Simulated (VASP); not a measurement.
Here is a VASP 6.6.1 calculation.

The input INCAR:

```
PREC = Accurate ; ENCUT = 600
EDIFF = 1E-6 ; ISMEAR = 1
SIGMA = 0.1 ; LREAL = F
LASPH = T ; NELM = 80
ALGO = Normal ; ISIF = 3
LWAVE = F ; LCHARG = F
GGA = CA ; IBRION = 2
NSW = 90 ; EDIFFG = -0.01
```

File KPOINTS:

```
regular mesh
0
Gamma
  16 16 16
```

Contents of POSCAR:

```
Al
1.0
    0.0000000000      2.0248050000      2.0248050000
    2.0248050000      0.0000000000      2.0248050000
    2.0248050000      2.0248050000      0.0000000000
Al
1
Direct
    0.0000000000      0.0000000000      0.0000000000
```

Potentials or basis: VASP PAW LDA potentials, release 64 (Al).

Command:

```sh
$ cat potpaw_LDA.64/Al/POTCAR > POTCAR
$ mpirun -np 1 vasp_std > vasp.out
```

(1) What does it give for the band gap on the k mesh?

(2) Estimate the relaxed cell.

(3) What does it give for the relaxed volume?

(4) Estimate the space group after relaxing (to 0.05 Å).

Results:

(1) none (metal or under the smearing width).

(2) a = 2.817 Å, b = 2.817 Å, c = 2.817 Å, α = 60.00°, β = 60.00°, γ = 60.00°.

(3) 15.81 Å³/atom.

(4) Fm-3m (No. 225).
